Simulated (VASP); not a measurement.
**KF: relaxation of cell and atoms with PBEsol**

KF:

```xyz
2
Lattice="0.0000 2.6544 2.6544 2.6544 0.0000 2.6544 2.6544 2.6544 0.0000" Properties=species:S:1:pos:R:3 pbc="T T T"
K     0.0000    0.0000    0.0000
F     2.6544    2.6544    2.6544
```

The cell is a database's computed one.

```json
{
  "Program": "VASP 6.6.1",
  "Task": "relaxation of cell and atoms",
  "Functional": "PBEsol",
  "Potentials or basis": "VASP PAW PBE potentials, release 64 (K_sv, F)",
  "Cutoff": "600 eV",
  "k mesh": "8 × 8 × 8",
  "Occupations": "gaussian, width 0.02 eV",
  "Spin": "no spin polarisation",
  "Further INCAR settings": "ALGO = Fast; EDIFF = 1e-07; IBRION = 2; EDIFFG = -0.005; NSW = 90; ISIF = 3"
}
```

* Pressure after relaxing: 0.0 GPa
* Band gap on the k mesh: 6.13 eV, direct

Final structure:
```
K F
1.0
     0.00000    2.65441    2.65441
     2.65441    0.00000    2.65441
     2.65441    2.65441    0.00000
K F
1 1
Direct
  0.00000 0.00000 0.00000
  0.50000 0.50000 0.50000
```

Levels at points of the mesh, in eV from the valence-band top:
```
           k point  band 4  band 5  band 6  band 7  band 8  band 9  band 10  band 11  band 12
(0.00, 0.00, 0.00)   -9.21   -9.21    0.00    0.00    0.00    6.13    10.69    10.69    10.69
(0.50, 0.00, 0.00)   -9.24   -9.24   -0.84   -0.37   -0.37    9.05    10.60    12.14    12.14
(0.50, 0.50, 0.00)   -9.44   -9.44   -0.20   -0.05   -0.05    8.11    10.34    11.81    13.71
```

Wall time 16 s on 1 thread of Intel(R) Xeon(R) 6975P-C (Granite Rapids), on a shared host, peak memory 0.16 GiB.

Caveat: the relaxation stopped at its first step, so nothing moved; the PAW data sets were made with another functional, which shifts forces and pressure a little. PBEsol gaps usually lie below the measured ones, often by a third to a half.
